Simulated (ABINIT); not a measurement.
# BAs (F-43m) in ABINIT: settings compared, part 3 of 3

ABINIT 10.8.3 (patched build).

## (6) Single point, PBE

The input, run.abi:

```
# Pseudopotentials
pp_dirpath "./"
pseudos "As.upf, B.upf"

# Structure
acell 3*1.0 Angstrom
rprim
     0.0000000000     2.3885000000     2.3885000000
     2.3885000000     0.0000000000     2.3885000000
     2.3885000000     2.3885000000     0.0000000000
ntypat 2
znucl 33 5
natom 2
typat 1 2
xred
     0.7500000000     0.7500000000     0.7500000000
     0.0000000000     0.0000000000     0.0000000000

# Plane-wave basis
ecut 38.0

# k points
kptopt 1
ngkpt 8 8 8
nshiftk 1
shiftk 0.0 0.0 0.0

# Exchange and correlation
ixc 11

# Bands and occupations
nband 13
occopt 3
tsmear 0.05 eV

# SCF cycle
nstep 100
tolvrs 1.0e-10

# Output
iomode 3
prtwf 0
prtden 0
prteig 0
prtebands 0
enunit 2
```

Potentials or basis: PseudoDojo NC SR PBE v0.4.1 standard.

Command:

```
> abinit run.abi > log 2>&1
```

run.abo:

```text
.Version 10.8.3 of ABINIT
 Symmetries : space group F-4 3 m (#216); Bravais cF (face-center cubic)
================================================================================
 Values of the parameters that define the memory need of the present run
     intxc =       0    ionmov =       0      iscf =       7    lmnmax =       6
     lnmax =       6     mgfft =      36  mpssoang =       3    mqgrid =    3001
     natom =       2  nloc_mem =       1    nspden =       1   nspinor =       1
    nsppol =       1      nsym =      24    n1xccc =    2501    ntypat =       2
    occopt =       3   xclevel =       2
       mpw =        2068          nfft =       46656          nkpt =          29
================================================================================
================================================================================

--------------------------------------------------------------------------------
------------- Echo of variables that govern the present computation ------------
--------------------------------------------------------------------------------
 -outvars: echo values of preprocessed input variables --------
            acell      1.8897261259E+00  1.8897261259E+00  1.8897261259E+00 Bohr
              amu      7.49215900E+01  1.08110000E+01
             ecut      3.80000000E+01 Hartree
           enunit           2
              ixc          11
         kptrlatt        8    0    0      0    8    0      0    0    8
          kptrlen      5.10656775E+01
            natom           2
            nband          13
            ngfft          36      36      36
             nkpt          29
            nstep         100
             nsym          24
           ntypat           2
           occopt           3
           prtden           0
        prtebands           0
           prteig           0
            prtwf           0
            rprim      0.0000000000E+00  2.3885000000E+00  2.3885000000E+00
                       2.3885000000E+00  0.0000000000E+00  2.3885000000E+00
                       2.3885000000E+00  2.3885000000E+00  0.0000000000E+00
          spgroup         216
           tolvrs      1.00000000E-10
           tsmear      1.83746611E-03 Hartree
            typat      1  2
           xangst      3.5827500000E+00  3.5827500000E+00  3.5827500000E+00
                       0.0000000000E+00  0.0000000000E+00  0.0000000000E+00
            xcart      6.7704162776E+00  6.7704162776E+00  6.7704162776E+00
                       0.0000000000E+00  0.0000000000E+00  0.0000000000E+00
             xred      7.5000000000E-01  7.5000000000E-01  7.5000000000E-01
                       0.0000000000E+00  0.0000000000E+00  0.0000000000E+00
            znucl       33.00000    5.00000

================================================================================

 chkinp: Checking input parameters for consistency.

================================================================================
== DATASET  1 ==================================================================

--- !DatasetInfo
iteration_state: {dtset: 1, }
dimensions: {natom: 2, nkpt: 29, mband: 13, nsppol: 1, nspinor: 1, nspden: 1, mpw: 2068, }
cutoff_energies: {ecut:  38.0, pawecutdg:  -1.0, }
electrons: {nelect:   1.80000000E+01, charge:   0.00000000E+00, occopt:   3.00000000E+00, tsmear:   1.83746611E-03, }
meta: {optdriver: 0, ionmov: 0, optcell: 0, iscf: 7, paral_kgb: 0, }
...

 Exchange-correlation functional for the present dataset will be:
  GGA: Perdew-Burke-Ernzerhof functional - ixc=11
  J.P.Perdew, K.Burke, M.Ernzerhof, PRL 77, 3865 (1996)

 Real(R)+Recip(G) space primitive vectors, cartesian coordinates (Bohr,Bohr^-1):
 R(1)=  0.0000000  4.5136109  4.5136109  G(1)= -0.1107761  0.1107761  0.1107761
[... 58 lines left out ...]
etotal    :  -1.09008991E+02
entropy   :   0.00000000E+00
fermie    :   2.62812494E-01
cartesian_stress_tensor: # hartree/bohr^3
- [ -4.52009057E-05,   0.00000000E+00,   0.00000000E+00, ]
- [  0.00000000E+00,  -4.52009057E-05,   0.00000000E+00, ]
- [  0.00000000E+00,   0.00000000E+00,  -4.52009057E-05, ]
pressure_GPa:   1.3299E+00
xred      :
- [  7.5000E-01,   7.5000E-01,   7.5000E-01, As]
- [  0.0000E+00,   0.0000E+00,   0.0000E+00,  B]
cartesian_forces: # hartree/bohr
- [ -0.00000000E+00,  -0.00000000E+00,  -0.00000000E+00, ]
- [ -0.00000000E+00,  -0.00000000E+00,  -0.00000000E+00, ]
force_length_stats: {min:   0.00000000E+00, max:   0.00000000E+00, mean:   0.00000000E+00, }
...

 Integrated electronic density in atomic spheres:
 ------------------------------------------------
 Atom  Sphere_radius  Integrated_density
    1        2.00000         12.46496445
    2        2.00000          2.55689541
================================================================================

 ----iterations are completed or convergence reached----

 Mean square residual over all n,k,spin=   17.933E-08; max=  44.702E-06
 reduced coordinates (array xred) for    2 atoms
       0.750000000000      0.750000000000      0.750000000000
       0.000000000000      0.000000000000      0.000000000000
 rms dE/dt=  0.0000E+00; max dE/dt=  0.0000E+00; dE/dt below (all hartree)
    1       0.000000000000      0.000000000000      0.000000000000
    2       0.000000000000      0.000000000000      0.000000000000

 cartesian coordinates (angstrom) at end:
    1      3.58275000000000     3.58275000000000     3.58275000000000
    2      0.00000000000000     0.00000000000000     0.00000000000000

 cartesian forces (hartree/bohr) at end:
    1     -0.00000000000000    -0.00000000000000    -0.00000000000000
    2     -0.00000000000000    -0.00000000000000    -0.00000000000000
 frms,max,avg= 0.0000000E+00 0.0000000E+00   0.000E+00  0.000E+00  0.000E+00 h/b

 cartesian forces (eV/Angstrom) at end:
    1     -0.00000000000000    -0.00000000000000    -0.00000000000000
    2     -0.00000000000000    -0.00000000000000    -0.00000000000000
 frms,max,avg= 0.0000000E+00 0.0000000E+00   0.000E+00  0.000E+00  0.000E+00 e/A
 length scales=  1.889726125908  1.889726125908  1.889726125908 bohr
              =  1.000000000000  1.000000000000  1.000000000000 angstroms
 Fermi (or HOMO) energy (hartree) =   0.26281   Average Vxc (hartree)=  -0.41171
 Eigenvalues (hartree) for nkpt=  29  k points:
 kpt#   1, nband= 13, wtk=  0.00195, kpt=  0.0000  0.0000  0.0000 (reduced coord)
  -1.07861   -1.07861   -1.07861   -1.07789   -1.07789   -0.32460    0.24124    0.24124
   0.24124    0.36222    0.36222    0.36222    0.41351
      occupation numbers for kpt#   1
   2.00000    2.00000    2.00000    2.00000    2.00000    2.00000    1.99998    1.99998
   1.99998    0.00000    0.00000    0.00000    0.00000
 prteigrs : prtvol=0 or 1, do not print more k-points.

 Fermi (or HOMO) energy (eV) =   7.15149   Average Vxc (eV)= -11.20314
 Eigenvalues (   eV  ) for nkpt=  29  k points:
 kpt#   1, nband= 13, wtk=  0.00195, kpt=  0.0000  0.0000  0.0000 (reduced coord)
 -29.35043  -29.35043  -29.35043  -29.33098  -29.33098   -8.83274    6.56442    6.56442
   6.56442    9.85664    9.85664    9.85664   11.25206
 prteigrs : prtvol=0 or 1, do not print more k-points.

--- !EnergyTerms
iteration_state     : {dtset: 1, }
comment             : Components of total free energy in Hartree
kinetic             :  7.83035307295506E+01
hartree             :  3.04851161794605E+01
xc                  : -2.50086173679360E+01
Ewald energy        : -6.34210613330840E+01
psp_core            :  3.16109552457194E+00
local_psp           : -8.02186631629573E+01
non_local_psp       : -5.23103917115380E+01
internal            : -1.09008991141932E+02
'-kT*entropy'       : -4.49948165694888E-09
total_energy        : -1.09008991146432E+02
total_energy_eV     : -2.96628576237028E+03
band_energy         : -1.07826548494511E+01
...

 Cartesian components of stress tensor (hartree/bohr^3)
  sigma(1 1)= -4.52009057E-05  sigma(3 2)=  0.00000000E+00
  sigma(2 2)= -4.52009057E-05  sigma(3 1)=  0.00000000E+00
  sigma(3 3)= -4.52009057E-05  sigma(2 1)=  0.00000000E+00

-Cartesian components of stress tensor (GPa)         [Pressure=  1.3299E+00 GPa]
- sigma(1 1)= -1.32985656E+00  sigma(3 2)=  0.00000000E+00
- sigma(2 2)= -1.32985656E+00  sigma(3 1)=  0.00000000E+00
- sigma(3 3)= -1.32985656E+00  sigma(2 1)=  0.00000000E+00

== END DATASET(S) ==============================================================
================================================================================

 -outvars: echo values of variables after computation  --------
            acell      1.8897261259E+00  1.8897261259E+00  1.8897261259E+00 Bohr
           etotal     -1.0900899115E+02
            fcart     -0.0000000000E+00 -0.0000000000E+00 -0.0000000000E+00
                      -0.0000000000E+00 -0.0000000000E+00 -0.0000000000E+00
            rprim      0.0000000000E+00  2.3885000000E+00  2.3885000000E+00
                       2.3885000000E+00  0.0000000000E+00  2.3885000000E+00
                       2.3885000000E+00  2.3885000000E+00  0.0000000000E+00
           strten     -4.5200905693E-05 -4.5200905693E-05 -4.5200905693E-05
                       0.0000000000E+00  0.0000000000E+00  0.0000000000E+00
           xangst      3.5827500000E+00  3.5827500000E+00  3.5827500000E+00
                       0.0000000000E+00  0.0000000000E+00  0.0000000000E+00
             xred      7.5000000000E-01  7.5000000000E-01  7.5000000000E-01
                       0.0000000000E+00  0.0000000000E+00  0.0000000000E+00
 Calculation completed.
```

Wall time 25 s (1 thread of Arm Neoverse V1, shared host); peak memory 0.07 GiB.

Results:

| Property | Result |
| --- | --- |
| Free energy | -2966.2858 eV |
| Band gap on the k mesh | 1.21 eV, indirect (least direct gap 3.29 eV) |
| Valence electrons inside the program's atomic spheres | As 12.46; B 2.56 |

Caveat: the cutoff is too short for stress, so the log's stress isn't used. A k mesh can miss the band edges.

## (7) Summary

| task | level | potentials or basis | cell | cutoff (eV) | cell freedom (optcell) | optimiser (ionmov) | cutoff smearing ecutsm (Ha) | force stop (Ha/bohr) | gap on the mesh (eV) | pressure (GPa) |
| --- | --- | --- | --- | --- | --- | --- | --- | --- | --- | --- |
| relaxation of cell and atoms | WC | PseudoDojo NC SR PBEsol v0.4.1 standard | relaxed | 1344 | 2 | 22 | 0.5 | 2e-05 | 1.12 | 0.0 |
| single point | WC | PseudoDojo NC SR PBEsol v0.4.1 standard | cell relaxed | 1344 | - | - | - | - | 1.12 | 0.0 |
| single point | PBE | PseudoDojo NC SR PBE v0.4.1 standard | F-43m, 13.58 Å³/atom | 1034 | - | - | - | - | 1.21 | - |
| single point | LDA-PZ | PseudoDojo NC SR LDA v0.4.1 standard | cell squeezed | 925 | - | - | - | - | 1.09 | - |
| single point | PBE | PseudoDojo NC SR PBE v0.4.1 standard | F-43m, 13.63 Å³/atom | 1034 | - | - | - | - | 1.21 | - |

Alike in all rows: no spin polarisation; k mesh 8 × 8 × 8; smearing fermi-dirac 0.05 eV.

Caveats: the potentials were made for another functional, which shifts forces and pressure (some runs).

Absolute energies hang on the potentials; compare differences alone.
